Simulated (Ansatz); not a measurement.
## Zr2CF2 MXene monolayer in a perpendicular field

Wanted: the out-of-plane response of the Zr2CF2 MXene monolayer. A positive field points along +c.

Calculated with Ansatz 0.2.0; plane-wave DFT, PBE-D3(BJ), Ansatz PAW.

## Step 1: Starting point

The cell holds 5 atoms: 2 F, 2 Zr and 1 C. Its edges and angles: a = 3.289 Å, b = 3.289 Å, c = 40.191 Å, α = 90.0°, β = 90.0°, γ = 120.0°. Vacuum lies along c.

## Step 2: Relaxing the slab

The starting cell is a guess, so the in-plane lattice and the atoms are relaxed first, with the slab cut off from its images along the normal.

input.yaml

```yaml
crystal:
  lattice:
    - [3.289, 0.0, 0.0]
    - [-1.6445, 2.848357553, 0.0]
    - [0.0, 0.0, 40.1906824045]
  atoms:
    - { symbol: F, position: [0.3333333333, 0.6666666667, 0.4428887228] }
    - { symbol: Zr, position: [0.6666666667, 0.3333333333, 0.4677101334] }
    - { symbol: C, position: [0.0, 0.0, 0.5] }
    - { symbol: Zr, position: [0.3333333333, 0.6666666667, 0.5322898666] }
    - { symbol: F, position: [0.6666666667, 0.3333333333, 0.5571112772] }
  periodic: [true, true, false]
kpoints:
  mp_grid: { grid: [12, 12, 1] }
hamiltonian:
  xc: pbe
  dispersion: d3bj
scf:
  occupations: { method: fermi_dirac, width: 0.05 }
  convergence: { dr2_threshold: 1.0e-09 }
relax:
  f_tol: 0.004
  max_steps: 90
  cell: {}
output:
  write_potential: true
  write_density: true
  volumetric_format: npy
```

Started as:

```
ansatz run input.yaml --threads 2 --pin off --max-ram 3072MiB --backend cpu --events-out ev --progress --plain --runs-dir out
```

Numbers of over 12 decimals in the logs are rounded to 6 here.

Output:

```text
Warning: relax.cell: scf.convergence.dr2_threshold = 1e-9 eV is looser than the 2.34865266811e-10 eV advised for a relaxation that steers and ends on the stress (1e-10 eV for each atom of the cell: 5, times the square of relax.cell.stress_2d_tol = 0.05 N/m over 14.6 Å (the atoms' height at the walk's start and 5 Å past either face), 3.427e-2 GPa, over a crystal's default 0.05). What an SCF threshold leaves in a stress goes as its square root, and in the free energy as the threshold itself, and one threshold admits the most on a small cell: [figures from the program's tests cut] Set scf.convergence.dr2_threshold to 2.34865266811e-10 eV or tighter. [rest of the remark cut]
Engine: ansatz 0.2.0, x86_64-unknown-linux-gnu
Pseudopotentials: kind: paw
Pseudopotential: F, paw, valence charge 7, recommended cutoff 420 eV (normal), F.paw.azcp
Pseudopotential: Zr, paw, valence charge 12, recommended cutoff 420 eV (normal), Zr.paw.azcp
Pseudopotential: C, paw, valence charge 4, recommended cutoff 420 eV (normal), C.paw.azcp
Functional definition: PBE
  parameter kappa = 0.804
  parameter beta = 0.066725
  exchange = pbe_x(kappa = kappa, mu = beta*pi^2/3)
  correlation = pbe_c(beta = beta)
Crystal: 5 atoms, lattice volume = 376.516 Å³
Basis set: ecut = 420 eV, 7479 PW (Γ), exchange–correlation on 48×48×540 points (8 copies of the dense FFT grid, shifted against one another)
Bands: 26, of which v1, the nominal top of the filled ones, is band 21 counted from 1 (20 counted from 0)
Symmetry: 12 space group operations
Space group: P-3m1 (ITA 164), of the structure as read, at distance tolerance 7.2e-5 Å
k-points: 19 of 144
Non-local potential: F, projectors of the file, l = 0: 2, l = 1: 2, l = 2: 1
Non-local potential: Zr, projectors of the file, l = 0: 3, l = 1: 2, l = 2: 2, l = 3: 2
Non-local potential: C, projectors of the file, l = 0: 2, l = 1: 2, l = 2: 1
PAW form: soft (Blöchl's): semilocal exchange-correlation on the pseudo side does not see the compensation charge
PAW one-centre angular grid: F, 110 points (default); XC on 64 Gauss nodes
PAW one-centre angular grid: Zr, 590 points (default); XC on 64 Gauss nodes
PAW one-centre angular grid: C, 110 points (default); XC on 64 Gauss nodes
Initial density: superposition of atomic densities (neutral atoms: chi_scale 0, normalization atom), corrected by the library's trained network
Initial wavefunctions: pseudopotential atomic-orbital guess
Functional: x = pbe(κ = 0.804, μ = 0.219515), c = pbe(β = 0.066725)
SCF iter   1: F=—  HF=-10240.911794 eV  |F-HF|=—  |Δ(HF+E_count)|=         —  Δρ=2.94e-3  dr2=5.77e-2  ethr=1.77e-3  ⟨swp⟩=11.4  Hψ=3471  notcnv=0
preconditioner: auto → LDOS  [metal: Δε(μ)=0.102 eV  Ē_g=8.892 eV  σ=0.050 eV  W_gap=0.46  n_scr=24 (ndim 8)  ℏωp=9.0 eV  f_vac=0.810  D(μ)=1.17/eV (n_scr^D=8)  β→1.0]
SCF iter   2: F=—  HF=-10240.911619 eV  |F-HF|=—  |Δ(HF+E_count)|=   1.74e-4  Δρ=3.18e-3  dr2=3.30e-2  ethr=1.37e-4  ⟨swp⟩=5.1  Hψ=1461  notcnv=0  defer=4
SCF iter   3: F=—  HF=-10240.902174 eV  |F-HF|=—  |Δ(HF+E_count)|=   9.45e-3  Δρ=7.80e-4  dr2=1.99e-3  ethr=7.86e-5  ⟨swp⟩=3.7  Hψ=1117  notcnv=0  defer=5
SCF iter   4: F=—  HF=-10240.901692 eV  |F-HF|=—  |Δ(HF+E_count)|=   4.82e-4  Δρ=1.21e-4  dr2=1.22e-4  ethr=4.73e-6  ⟨swp⟩=3.5  Hψ=1045  notcnv=0  defer=4
SCF iter   5: F=—  HF=-10240.901687 eV  |F-HF|=—  |Δ(HF+E_count)|=   4.52e-6  Δρ=6.14e-5  dr2=1.75e-5  ethr=2.91e-7  ⟨swp⟩=3.4  Hψ=1126  notcnv=0  defer=4
SCF iter   6: F=—  HF=-10240.901562 eV  |F-HF|=—  |Δ(HF+E_count)|=   1.26e-4  Δρ=1.53e-5  dr2=5.53e-7  ethr=4.17e-8  ⟨swp⟩=3.1  Hψ=907  notcnv=0  defer=4
SCF iter   7: F=—  HF=-10240.901447 eV  |F-HF|=—  |Δ(HF+E_count)|=   1.15e-4  Δρ=4.62e-6  dr2=5.17e-8  ethr=1.32e-9  ⟨swp⟩=3.4  Hψ=1171  notcnv=0  defer=4
SCF iter   8: F=—  HF=-10240.901447 eV  |F-HF|=—  |Δ(HF+E_count)|=   2.33e-7  Δρ=7.46e-7  dr2=1.57e-9  ethr=1.23e-10  ⟨swp⟩=3.9  Hψ=1131  notcnv=0  defer=4
SCF iter   9: F=-10240.901447 eV  HF=-10240.901447 eV  |F-HF|=1.47e-9  |Δ(HF+E_count)|=   8.35e-9  Δρ=1.77e-7  dr2=8.43e-11  ethr=2.38e-12  ⟨swp⟩=12.2  Hψ=4018  notcnv=0
SCF 1 converged in 9 iterations: F = -10240.901447 eV  dr2 = 8.43e-11
  greatest PAW one-centre occupation: 0.996 electrons in one spin orbital (limit 2), on the Zr atom at site 3 (counted from 0), in its partial waves of l = 0
relax step   1: F+E_penalty+E_count = -10240.90144691 eV  Δ(F+E_penalty+E_count) = +0.000e0 eV  max|allowed force component| = 4.212e0 eV/Å  Δτ_max = 0.0000 Å  P = +8.929 N/m  Ω = 376.516 Å³  fix = [c, alpha, beta]  reactions: c +0.000 N/m  (9 SCF iters, accepted)
Crystal: 5 atoms, lattice volume = 373.685 Å³
Basis set: ecut = 420 eV, 7443 PW (Γ), exchange–correlation on 48×48×540 points (8 copies of the dense FFT grid, shifted against one another)
Initial density: handed on by an earlier stage of this run
Initial wavefunctions: those handed on with the density
iter 1 solved again at ethr=1.84e-3 eV; its pass at ethr=3.10e-3 eV (dr2=7.73e-1 eV) is discarded
SCF iter   1: F=—  HF=-10242.228755 eV  |F-HF|=—  |Δ(HF+E_count)|=         —  Δρ=1.10e-2  dr2=7.78e-1  ethr=1.84e-3  ⟨swp⟩=1.6  Hψ=4069  notcnv=0
preconditioner: auto → LDOS  [metal: Δε(μ)=0.089 eV  Ē_g=8.726 eV  σ=0.050 eV  W_gap=0.36  n_scr=24 (ndim 8)  ℏωp=9.0 eV  f_vac=0.816  D(μ)=1.30/eV (n_scr^D=10)  β→1.0]
SCF iter   2: F=—  HF=-10242.028883 eV  |F-HF|=—  |Δ(HF+E_count)|=   2.00e-1  Δρ=7.71e-3  dr2=2.79e-1  ethr=1.84e-3  ⟨swp⟩=5.6  Hψ=1603  notcnv=0  defer=3
SCF iter   3: F=—  HF=-10241.940866 eV  |F-HF|=—  |Δ(HF+E_count)|=   8.80e-2  Δρ=1.77e-3  dr2=1.42e-2  ethr=6.63e-4  ⟨swp⟩=3.7  Hψ=1148  notcnv=0  defer=6
SCF iter   4: F=—  HF=-10241.939251 eV  |F-HF|=—  |Δ(HF+E_count)|=   1.61e-3  Δρ=5.03e-4  dr2=7.74e-4  ethr=3.38e-5  ⟨swp⟩=2.8  Hψ=1014  notcnv=0  defer=6
SCF iter   5: F=—  HF=-10241.939464 eV  |F-HF|=—  |Δ(HF+E_count)|=   2.14e-4  Δρ=1.43e-4  dr2=5.68e-5  ethr=1.84e-6  ⟨swp⟩=3.5  Hψ=1139  notcnv=0  defer=6
SCF iter   6: F=—  HF=-10241.939505 eV  |F-HF|=—  |Δ(HF+E_count)|=   4.03e-5  Δρ=8.95e-5  dr2=1.77e-5  ethr=1.35e-7  ⟨swp⟩=3.4  Hψ=1128  notcnv=0  defer=6
SCF iter   7: F=—  HF=-10241.939503 eV  |F-HF|=—  |Δ(HF+E_count)|=   1.71e-6  Δρ=1.28e-5  dr2=3.99e-7  ethr=4.20e-8  ⟨swp⟩=2.9  Hψ=933  notcnv=0  defer=6
SCF iter   8: F=—  HF=-10241.939387 eV  |F-HF|=—  |Δ(HF+E_count)|=   1.16e-4  Δρ=2.66e-6  dr2=2.19e-8  ethr=9.51e-10  ⟨swp⟩=3.9  Hψ=1221  notcnv=0  defer=6
SCF iter   9: F=—  HF=-10241.939387 eV  |F-HF|=—  |Δ(HF+E_count)|=   8.14e-8  Δρ=8.54e-7  dr2=2.45e-9  ethr=5.22e-11  ⟨swp⟩=3.2  Hψ=1117  notcnv=0  defer=6
[...]
SCF iter   2: F=—  HF=-10242.020669 eV  |F-HF|=—  |Δ(HF+E_count)|=   3.25e-2  Δρ=4.90e-3  dr2=1.05e-1  ethr=6.67e-4  ⟨swp⟩=4.5  Hψ=1176  notcnv=0  defer=1
SCF iter   3: F=—  HF=-10241.998492 eV  |F-HF|=—  |Δ(HF+E_count)|=   2.22e-2  Δρ=1.43e-3  dr2=9.41e-3  ethr=2.51e-4  ⟨swp⟩=3.4  Hψ=1181  notcnv=0  defer=7
SCF iter   4: F=—  HF=-10241.996988 eV  |F-HF|=—  |Δ(HF+E_count)|=   1.50e-3  Δρ=2.78e-4  dr2=2.06e-4  ethr=2.24e-5  ⟨swp⟩=3.0  Hψ=971  notcnv=0  defer=7
SCF iter   5: F=—  HF=-10241.997140 eV  |F-HF|=—  |Δ(HF+E_count)|=   1.52e-4  Δρ=9.41e-5  dr2=2.14e-5  ethr=4.90e-7  ⟨swp⟩=3.8  Hψ=1183  notcnv=0  defer=7
SCF iter   6: F=—  HF=-10241.997279 eV  |F-HF|=—  |Δ(HF+E_count)|=   1.40e-4  Δρ=2.97e-5  dr2=2.62e-6  ethr=5.10e-8  ⟨swp⟩=3.1  Hψ=1080  notcnv=0  defer=7
SCF iter   7: F=—  HF=-10241.997170 eV  |F-HF|=—  |Δ(HF+E_count)|=   1.10e-4  Δρ=8.75e-6  dr2=1.67e-7  ethr=6.23e-9  ⟨swp⟩=3.6  Hψ=1176  notcnv=0  defer=7
SCF iter   8: F=—  HF=-10241.997170 eV  |F-HF|=—  |Δ(HF+E_count)|=   2.51e-7  Δρ=2.12e-6  dr2=9.45e-9  ethr=3.97e-10  ⟨swp⟩=3.1  Hψ=1062  notcnv=0  defer=7
SCF iter   9: F=—  HF=-10241.997170 eV  |F-HF|=—  |Δ(HF+E_count)|=   1.18e-7  Δρ=9.40e-7  dr2=2.72e-9  ethr=2.38e-12  ⟨swp⟩=13.9  Hψ=4671  notcnv=0
SCF iter  10: F=-10241.997170 eV  HF=-10241.997170 eV  |F-HF|=1.00e-8  |Δ(HF+E_count)|=   2.09e-8  Δρ=2.21e-7  dr2=1.18e-10  ethr=2.38e-12  ⟨swp⟩=12.0  Hψ=4031  notcnv=0
SCF 3 converged in 10 iterations: F = -10241.997170 eV  dr2 = 1.18e-10
relax step   3: F+E_penalty+E_count = -10241.99716997 eV  Δ(F+E_penalty+E_count) = -5.778e-2 eV  max|allowed force component| = 3.885e-1 eV/Å  Δτ_max = 0.1979 Å  P = +1.459 N/m  Ω = 361.724 Å³  energy of the carried Pulay correction = +6.771e-3 eV  fix = [c, alpha, beta]  reactions: c +0.000 N/m  (10 SCF iters, accepted)
[...]
relax step   4: F+E_penalty+E_count = -10242.07744184 eV  Δ(F+E_penalty+E_count) = -8.027e-2 eV  max|allowed force component| = 3.141e-1 eV/Å  Δτ_max = 0.1077 Å  P = +0.493 N/m  Ω = 372.301 Å³  energy of the carried Pulay correction = +1.902e-3 eV  fix = [c, alpha, beta]  reactions: c +0.000 N/m  (9 SCF iters, accepted)
[...]
relax step   5: F+E_penalty+E_count = -10242.07993620 eV  Δ(F+E_penalty+E_count) = -2.494e-3 eV  max|allowed force component| = 7.975e-2 eV/Å  Δτ_max = 0.0185 Å  P = -0.406 N/m  Ω = 376.163 Å³  energy of the carried Pulay correction = +1.586e-4 eV  fix = [c, alpha, beta]  reactions: c -0.000 N/m  (7 SCF iters, accepted)
[...]
relax step   6: F+E_penalty+E_count = -10242.08117217 eV  Δ(F+E_penalty+E_count) = -1.236e-3 eV  max|allowed force component| = 1.501e-3 eV/Å  Δτ_max = 0.0037 Å  P = -0.020 N/m  Ω = 374.890 Å³  energy of the carried Pulay correction = +7.312e-4 eV  fix = [c, alpha, beta]  reactions: c -0.000 N/m  (7 SCF iters, accepted)
Initial wavefunctions: pseudopotential atomic-orbital guess (no wavefunctions were taken with the density)
iter 1 solved again at ethr=2.40e-8 eV; its pass at ethr=3.10e-3 eV (dr2=1.01e-5 eV) is discarded
SCF iter   1: F=—  HF=-10242.080556 eV  |F-HF|=—  |Δ(HF+E_count)|=         —  Δρ=1.51e-5  dr2=1.28e-7  ethr=2.40e-8  ⟨swp⟩=7.8  Hψ=6002  notcnv=0
preconditioner: auto → LDOS  [metal: Δε(μ)=0.060 eV  Ē_g=8.297 eV  σ=0.050 eV  W_gap=0.28  n_scr=24 (ndim 8)  ℏωp=9.0 eV  f_vac=0.807  D(μ)=1.40/eV (n_scr^D=10)  β→1.0]
SCF iter   2: F=—  HF=-10242.080443 eV  |F-HF|=—  |Δ(HF+E_count)|=   1.13e-4  Δρ=8.81e-6  dr2=1.54e-7  ethr=3.04e-10  ⟨swp⟩=3.8  Hψ=1298  notcnv=0
SCF iter   3: F=—  HF=-10242.080443 eV  |F-HF|=—  |Δ(HF+E_count)|=   4.17e-8  Δρ=1.87e-6  dr2=7.09e-9  ethr=3.04e-10  ⟨swp⟩=2.8  Hψ=904  notcnv=0
SCF iter   4: F=-10242.080443 eV  HF=-10242.080443 eV  |F-HF|=6.71e-10  |Δ(HF+E_count)|=   9.32e-9  Δρ=2.68e-7  dr2=2.08e-10  ethr=2.38e-12  ⟨swp⟩=14.7  Hψ=5218  notcnv=0
SCF 7 converged in 4 iterations: F = -10242.080443 eV  dr2 = 2.08e-10
relax step   7: F+E_penalty+E_count = -10242.08044323 eV  Δ(F+E_penalty+E_count) = +7.289e-4 eV  max|allowed force component| = 1.375e-3 eV/Å  Δτ_max = 0.0000 Å  P = -0.015 N/m  Ω = 374.890 Å³  fix = [c, alpha, beta]  reactions: c -0.000 N/m  stress off target by 1.55e-2 N/m on what of the cell is left free  SCF on the basis re-selected at this cell (its energy is not comparable with the rows above)  (4 SCF iters)
basis re-selected at this cell: Δ(F+E_penalty+E_count) = +7.289e-4 eV, ΔP = +0.004 N/m vs the last step (what re-selecting the basis moved, of the pressure what is left beyond the Pulay correction that the steps carried, after the strain that the cell walked since its last selection, with what the two solves' SCF thresholds leave and, on support functions, any second-order correction that the steps lacked; it is no m [...]
WARN: The output density's exchange-correlation potential varies sharply where the density is thin. Do not read a vacuum level from v_tot or v_xc, or from such a field of the output density. On a cell that repeats whose density bears no net charge and no dipole along the vacuum's axis use v_es (v_loc + v_h of the components); under efield.dipole_correction with no amplitude use v_es + v_field, which holds any externa [...]
SCF converged after 4 iterations
Free energy (F): -10242.080443 eV
Harris-Foulkes:  -10242.080443 eV  (|F-HF|=6.71e-10)
Internal energy: -10242.068787 eV  (E = F + TS)
E sigma→0 (E₀):  -10242.074615 eV
Entropy (-TS):   -0.011656 eV (-2.331 meV/atom)
Fermi energy:    -3.985408 eV
--- Per-component energies (eV) ---
  E_band       = -928.061990
  E_kinetic    = 1173.698066
  E_local      = -138643.584713  (includes V_loc(G=0)·N_el)
  E_nonlocal   = 330.953204
  E_hartree    = 68579.629766
  E_xc         = -534.620685
  E_vxc        = -650.833401  (∫ρ·V_xc dr)
  E_paw        = -6406.928120  (= ΣΔE_a)
  E_vpaw       = -297.558586  (= ΣTr[D̂ρ^β])
  E_aug_tail   = 0.004133  (compensation charges beyond the density's cutoff)
  E_ewald      = 65259.784326
  E_disp       = -1.004764  (pairwise vdW)
  E_smearing   = -0.011656  (= −TS)
  E_closure    = 0.000000  (closes the sum)
  Σ components = -10242.080443   (vs F -10242.080443, Δ=0.00e0)
--- Forces (eV/Å), atoms counted from 1 ---
  atom   1  F     -0.00000000     0.00000000    -0.00137540
  atom   2  Zr     0.00000000     0.00000000    -0.00110251
  atom   3  C     -0.00000000     0.00000000     0.00000000
  atom   4  Zr    -0.00000000    -0.00000000     0.00110251
  atom   5  F      0.00000000    -0.00000000     0.00137540
  max |Σ_I F_I| component: 9.25e-18 eV/Å
--- 2D stress c σ (N/m, compression-positive) ---
       -0.015456       0.000000       0.000000
        0.000000      -0.015456      -0.000000
        0.000000      -0.000000      -0.000000
  P = ½ c Tr σ = -0.0155 N/m
--- Band table (eV; the first three rows and the last of 19) ---
  k-point 0: bands = [... 17 lower, -8.2962, -7.0603, -7.0603, -3.8001, -3.8001, -3.5880, -2.0822, -1.7140, ... 1 higher]
  k-point 1: bands = [... 17 lower, -8.2260, -7.2507, -7.0758, -4.0598, -3.6516, -3.5187, -1.9349, -1.8126, ... 1 higher]
  k-point 2: bands = [... 17 lower, -8.0640, -7.6421, -7.0999, -4.6252, -3.2816, -3.2269, -1.9724, -1.8813, ... 1 higher]
  k-point 18: bands = [... 17 lower, -8.0975, -8.0975, -7.3798, -3.5632, -2.7429, -2.7429, -1.3788, -0.8829, ... 1 higher]
  the weakly bound empty levels are not read free of the cell's end (no_gap_told)
--- Relaxed structure (6 steps of the walk, 6 accepted, 1 SCFs on fresh bases) ---
  F+E_penalty+E_count = -10242.08044323 eV   max|allowed force component| = 1.375e-3 eV/Å   (the final SCF, on the basis selected at the relaxed cell)
  cell:  # Å, volume = 374.8905 Å³
    - [3.281891, 0.0, 0]
    - [-1.640946, 2.842201, 0]
    - [0, 0, 40.1906824045]
  atoms:
    - { symbol: F, position: [0.333333, 0.666667, 0.436103] }
    - { symbol: Zr, position: [0.666667, 0.333333, 0.469332] }
    - { symbol: C, position: [0, 0, 0.500000] }
    - { symbol: Zr, position: [0.333333, 0.666667, 0.530668] }
    - { symbol: F, position: [0.666667, 0.333333, 0.563897] }
```

Elapsed: 1.9 min, on 2 threads of Intel Xeon at 2.50GHz (Skylake/Cascade Lake), shared host; peak memory 0.7 GiB.

Relaxation path:

```
step  energy less that of the first step (eV)  largest force component (eV/Å)  volume (Å³)
   1                                   0.0000                          4.2122       376.52
   2                                  -1.0379                          1.8452       373.68
   3                                  -1.0957                          0.3885       361.72
   4                                  -1.1760                          0.3141       372.30
   5                                  -1.1785                          0.0798       376.16
   6                                  -1.1797                          0.0015       374.89
  7*                                  -1.1790                          0.0014       374.89
```

Relaxation steps marked * repeat the geometry before them on a plane-wave basis chosen anew for their cell, so energy and pressure can jump there.

Forces are held to the 12 operations that the run works with; a distortion that breaks them can't arise in this run.

```
cell as run  before  after  change
      a (Å)   3.289  3.282  -0.2 %
      b (Å)   3.289  3.282  -0.2 %
```

The atoms that moved most (Å, along periodic axes as changes of fractional coordinates times the final cell, across vacuum about the mean position):

```
atom     dx     dy      dz  length
  F1  0.000  0.000  -0.273   0.273
  F5  0.000  0.000   0.273   0.273
 Zr4  0.000  0.000  -0.065   0.065
 Zr2  0.000  0.000   0.065   0.065
```

Final coordinates:

```xyz
5
Lattice="3.2819 0.0000 0.0000 -1.6409 2.8422 0.0000 0.0000 0.0000 40.1907" Properties=species:S:1:pos:R:3
F     0.0000    1.8948   17.5273
Zr    1.6409    0.9474   18.8628
C     0.0000    0.0000   20.0953
Zr    0.0000    1.8948   21.3279
F     1.6409    0.9474   22.6634
```

Numbers from this step:

| Property | Result |
| --- | --- |
| energy at zero smearing | -10242.0746 eV |

The lattice constant a goes from 3.289 to 3.282 Å.

[end of part 1 of 2]

[Logs are printed without paths, hosts, clocks, repeated set-up lines and the standing remarks that a program may print on its own settings, such as how far it seeks lower states.]

[Hosts, paths, dates, database ids (printed as entryN), source tags and the programs' standing remarks are cut or masked in the printed files.]

[Maps of the electrostatic potential energy from Ansatz leave out the sawtooth potential of an applied field or a dipole correction, so their vacuum need not be flat; planar profiles and work functions include it.]
